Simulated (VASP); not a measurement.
# CdS (Hawleyite) (F-43m) in VASP: notebook

One crystal, CdS (Hawleyite), is run at these levels: LDA, PBE; tasks: dielectric tensor, G0W0 quasiparticle levels.

Everything below comes from runs of VASP 6.6.1. Logs are shortened: lines on timing, memory, paths and dates and some standing lists are left out, and cuts for length are marked.

**1. Starting point**

The structure is cubic, space group F-43m (No. 216). Conventional cell: a = 5.833 Å, b = 5.833 Å, c = 5.833 Å, α = 90.00°, β = 90.00°, γ = 90.00°. Around Cd (site symmetry -43m) lie 4 S at 2.53 Å. S (site symmetry -43m) has 4 Cd at 2.53 Å as nearest neighbours.

**2. Dielectric tensor, LDA**

INCAR reads:

```
  ALGO = Normal
  EDIFF = 1E-8
  ENCUT = 650
  GGA = CA
  ISIF = 2
  ISMEAR = 0
  LASPH = True
  LCHARG = False
  LEPSILON = True
  LREAL = False
  LWAVE = False
  NELM = 100
  PREC = Accurate
  SIGMA = 0.01
```

KPOINTS reads:

```
k-points
0
Gamma
  9 9 9
```

POSCAR reads:

```
CdS
1.0
    0.0000000000      2.9165000000      2.9165000000
    2.9165000000      0.0000000000      2.9165000000
    2.9165000000      2.9165000000      0.0000000000
Cd S
1 1
Direct
    0.0000000000      0.0000000000      0.0000000000
    0.7500000000      0.7500000000      0.7500000000
```

Potentials or basis: VASP PAW LDA potentials, release 64 (Cd, S).

The run is started by

```sh
$ cat potpaw_LDA.64/Cd/POTCAR potpaw_LDA.64/S/POTCAR > POTCAR
$ mpirun -np 1 vasp_std > vasp.out
```

OUTCAR:

```text
EDIFF = 1E-8
   ENCUT = 650
   GGA = CA
   ISIF = 2
   ISMEAR = 0
   LASPH = True
   LEPSILON = True
   LREAL = False
   NELM = 100
   PREC = Accurate

 Found     35 irreducible k-points:

 Following reciprocal coordinates:
            Coordinates               Weight
  0.000000  0.000000  0.000000      1.000000
  0.111111  0.000000  0.000000      8.000000
  0.222222  0.000000  0.000000      8.000000
  0.333333  0.000000  0.000000      8.000000
  0.444444  0.000000  0.000000      8.000000
  0.111111  0.111111  0.000000      6.000000
   k-points           NKPTS =     35   k-points in BZ     NKDIM =     35   number of bands    NBANDS=     13
   number of dos      NEDOS =    301   number of ions     NIONS =      2
   total plane-waves  NPLWV =  46656
   dimension x,y,z NGX =    36 NGY =   36 NGZ =   36
   dimension x,y,z NGXF=    72 NGYF=   72 NGZF=   72
   ions per type =               1   1
   NGX,Y,Z   is equivalent  to a cutoff of  14.51, 14.51, 14.51 a.u.
   NGXF,Y,Z  is equivalent  to a cutoff of  29.02, 29.02, 29.02 a.u.
 SYSTEM =  unknown system
   PREC   = accura    normal or accurate (medium, high low for compatibility)
   ISTART =      0    job   : 0-new  1-cont  2-samecut
   ICHARG =      2    charge: 1-file 2-atom 10-const
   ISPIN  =      1    spin polarized calculation?
   LNONCOLLINEAR =      F non collinear calculations
   LSORBIT =      F    spin-orbit coupling
   LASPH  =      T    aspherical Exc in radial PAW
   ENCUT  =  650.0 eV  47.77 Ry    6.91 a.u.   8.57  8.57  8.57*2*pi/ulx,y,z
   NELM   =    100;   NELMIN=  2; NELMDL= -5     # of ELM steps
   EDIFF  = 0.1E-07   stopping-criterion for ELM
   LREAL  =      F    real-space projection
   EDIFFG = 0.1E-06   stopping-criterion for IOM
   NSW    =      0    number of steps for IOM
   IBRION =     -1    ionic relax: 0-MD 1-quasi-New 2-CG
[... 8 lines left out ...]
   EMIN   =  10.00;   EMAX   =-10.00  energy-range for DOS
   EFERMI =   0.00;   METHOD = LEGACY
   ISMEAR =     0;   SIGMA  =   0.01  broadening in eV -4-tet -1-fermi 0-gaus
   EFERMI_NEDOS =   21; number of points for ismear=-14 and -15
   IALGO  =     38    algorithm
   IMIX   =      4    mixing-type and parameters
     AMIX     =   0.40;   BMIX     =  1.00
     AMIX_MAG =   1.60;   BMIX_MAG =  1.00
  volume/ion in A,a.u.               =      24.81       167.41
  Fermi-wavevector in a.u.,A,eV,Ry     =   1.167599  2.206442 18.548649  1.363287
  Thomas-Fermi vector in A             =   2.304097
   LORBIT       =      0    0 simple, 1 ext, 2 COOP (PROOUT), +10 PAW based schemes
   GGA     = CA    functional components
   LHFCALC =     F    Hartree Fock is set to
   AEXX    =    0.0000 exact exchange contribution
   IVDW    =     0    specifies the selected vdW correction
[... 138 lines left out ...]
      4.37475      4.37475      4.37475        -0.000000     -0.000000     -0.000000
 -----------------------------------------------------------------------------------
    total drift:                                0.000000      0.000000      0.000000

  FREE ENERGIE OF THE ION-ELECTRON SYSTEM (eV)
  ---------------------------------------------------
  free  energy   TOTEN  =        -7.3979313825 eV

  energy  without entropy=       -7.3979313825  energy(sigma->0) =       -7.39793138

 HEAD OF MICROSCOPIC STATIC DIELECTRIC TENSOR (INDEPENDENT PARTICLE, excluding Hartree and local field effects)
 ------------------------------------------------------
           7.651915     0.000000    -0.000000
           0.000000     7.651915     0.000000
          -0.000000     0.000000     7.651915
 ------------------------------------------------------

 Free energy of the ion-electron system (eV)
  ---------------------------------------------------
  ---------------------------------------------------
  free energy    TOTEN  =        -0.89211541 eV

  energy without entropy =       -0.89211541

------------------------ aborting loop because EDIFF is reached ----------------------------------------

--------------------------------------- Ionic step        2  -------------------------------------------

------------------------ aborting loop because EDIFF is reached ----------------------------------------

--------------------------------------- Ionic step        3  -------------------------------------------

 Free energy of the ion-electron system (eV)
  ---------------------------------------------------
  ---------------------------------------------------
  free energy    TOTEN  =        -0.89211544 eV

  energy without entropy =       -0.89211544

------------------------ aborting loop because EDIFF is reached ----------------------------------------

 PIEZOELECTRIC TENSOR FIELD DIRECTION 3  (e Angst)
 -----------------------------------------------------------------------------
    -0.00140  1.99660  0.00000           (  0.00000 -0.03133  0.00000)
     1.99660 -0.00140  0.00000           ( -0.03133  0.00000  0.00000)
     0.00000  0.00000  0.00058           (  0.00000  0.00000 -0.00000)

 PIEZOELECTRIC TENSOR FIELD DIRECTION 3  (C/m^2)
 -----------------------------------------------------------------------------
    -0.00045  0.64474  0.00000
     0.64474 -0.00045  0.00000
     0.00000  0.00000  0.00019

 MACROSCOPIC STATIC DIELECTRIC TENSOR (including local field effects in DFT)
 ------------------------------------------------------
           7.208375     0.000000    -0.000000
           0.000000     7.208375     0.000000
           0.000000     0.000000     7.208375
 ------------------------------------------------------

 PIEZOELECTRIC TENSOR (including local field effects)  for field in x, y, z        (e  Angst)
          XX          YY          ZZ          XY          YZ          ZX
  --------------------------------------------------------------------------------
  x    -0.00000     0.00000    -0.00000     0.00000     2.01238    -0.00000
  y     0.00000     0.00000     0.00000     0.00000     0.00000     2.01238
  z     0.00000     0.00000     0.00000     2.01238     0.00000     0.00000

 PIEZOELECTRIC TENSOR (including local field effects)  for field in x, y, z        (C/m^2)
          XX          YY          ZZ          XY          YZ          ZX
  --------------------------------------------------------------------------------
  x    -0.00000     0.00000    -0.00000     0.00000     0.64984    -0.00000
  y     0.00000     0.00000     0.00000     0.00000     0.00000     0.64984
  z     0.00000     0.00000     0.00000     0.64984     0.00000     0.00000

 BORN EFFECTIVE CHARGES (including local field effects) (in |e|, cummulative output)
 ---------------------------------------------------------------------------------
 ion    1
    1     2.20422     0.00000     0.00000
    2     0.00000     2.20422    -0.00000
    3     0.00000    -0.00000     2.20422
 ion    2
    1    -2.20422    -0.00000     0.00000
    2    -0.00000    -2.20422     0.00000
    3    -0.00000     0.00000    -2.20422
```

OSZICAR:

```text
N       E                     dE             d eps       ncg     rms          rms(c)
DAV:   1     0.128138084311E+03    0.12814E+03   -0.10335E+04   910   0.152E+03
[... 12 lines left out ...]
RMM:   5    -0.890445557191E+00   -0.98281E-02   -0.12688E-03  5214   0.238E-01    0.355E-02
RMM:   6    -0.891969921107E+00   -0.15244E-02   -0.62580E-05  5323   0.537E-02    0.163E-02
RMM:   7    -0.892055951623E+00   -0.86031E-04   -0.37290E-06  5406   0.150E-02    0.204E-03
RMM:   8    -0.892111726575E+00   -0.55775E-04    0.68123E-07  5352   0.326E-03    0.758E-04
RMM:   9    -0.892112056392E+00   -0.32982E-06    0.28392E-06  5244   0.923E-04    0.405E-04
RMM:  10    -0.892116207462E+00   -0.41511E-05    0.36630E-07  5385   0.339E-04    0.545E-05
RMM:  11    -0.892115541746E+00    0.66572E-06    0.24935E-07  3714   0.870E-05    0.119E-05
RMM:  12    -0.892115439773E+00    0.10197E-06    0.10964E-08  2262   0.558E-05    0.416E-06
```

stdout:

```text
POSCAR found type information on POSCAR CdS
 POSCAR found :  2 types and       2 ions
 scaLAPACK will be used
 LDA part: xc-table for (Slater(with rela. corr.)+CA(PZ))
 , standard interpolation
 POSCAR, INCAR and KPOINTS ok, starting setup
 FFT: planning ... GRIDC
 FFT: planning ... GRID_SOFT
 FFT: planning ... GRID
 WAVECAR not read
 entering main loop
 Linear response reoptimize wavefunctions to high precision
 Linear response G [H, r] |phi>, progress :
  Direction:   1
 Linear response G [H, r] |phi>, progress :
  Direction:   2
 Linear response G [H, r] |phi>, progress :
  Direction:   3
 Linear response to external field (no local field effect), progress :
  Direction:   1
 dielectric tensor                  component  1 :     8.441     2.851     0.864
 Linear response to external field (no local field effect), progress :
  Direction:   2
 dielectric tensor                  component  2 :     2.851     8.862    -1.208
 Linear response to external field (no local field effect), progress :
  Direction:   3
 dielectric tensor                  component  3 :     0.867    -1.210     5.653
 Linear response to external field, progress :
  Direction:   1
 dielectric tensor                  component  1 :     7.208     1.258     0.602
 Linear response to external field, progress :
  Direction:   2
 dielectric tensor                  component  2 :     1.204     7.208     0.409
 Linear response to external field, progress :
  Direction:   3
 dielectric tensor                  component  3 :     0.946     0.914     7.208
 Born effective charges drift removed
```

Run time: 4.5 min. Hardware: 1 thread of Intel Xeon Platinum 8488C (Sapphire Rapids), shared host; peak memory 0.39 GiB.

These settings aren't checked as converged: the numbers below hold their error.

What came out:

* Band gap on the k mesh: 0.89 eV, direct
* Electronic dielectric tensor (diagonal): 7.21
* Born charges (mean of the diagonal): Cd +2.20; S -2.20 e

[end of part 1 of 2]
